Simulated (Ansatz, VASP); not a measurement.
## Two plane-wave programs on Hf2H

```xyz
3
Lattice="0.0000 2.9105 2.9105 2.9105 0.0000 2.9105 2.9105 2.9105 0.0000" Properties=species:S:1:pos:R:3 pbc="T T T"
Hf    1.4552    1.4552    1.4552
Hf    4.3657    4.3657    4.3657
H     0.0000    0.0000    0.0000
```

Change from the starting cell: species swapped into the Mg2Si type (Fm-3m, No. 225).

Alike in both runs: functional PBE; k mesh 14 × 14 × 14; occupations gaussian, width 0.1 eV; no spin polarisation.

Ansatz relaxed the structure, and its values are those at the end. VASP's run is a single point on that final structure, the one shown.

```csv
,VASP,Ansatz
version,VASP 6.6.1,Ansatz 0.2.0
potentials or method,"VASP PAW PBE potentials, release 64 (Hf_pv, H)","scalar-relativistic, plane waves, PAW"
plane-wave cutoff (eV),520,420
valence electrons in the cell,21,53
```

|  | VASP | Ansatz | Ansatz less VASP |
| --- | --- | --- | --- |
| gap on the k mesh at the Fermi level (eV) | none | none | - |
| pressure (GPa) | -0.4 | 0.0 | +0.38 |

A gap of «none» marks a metal or a gap that the smearing closes. The two sets of potentials don't hold the same shells in valence.

Spin-orbit coupling is left out, which matters for the levels of Hf.
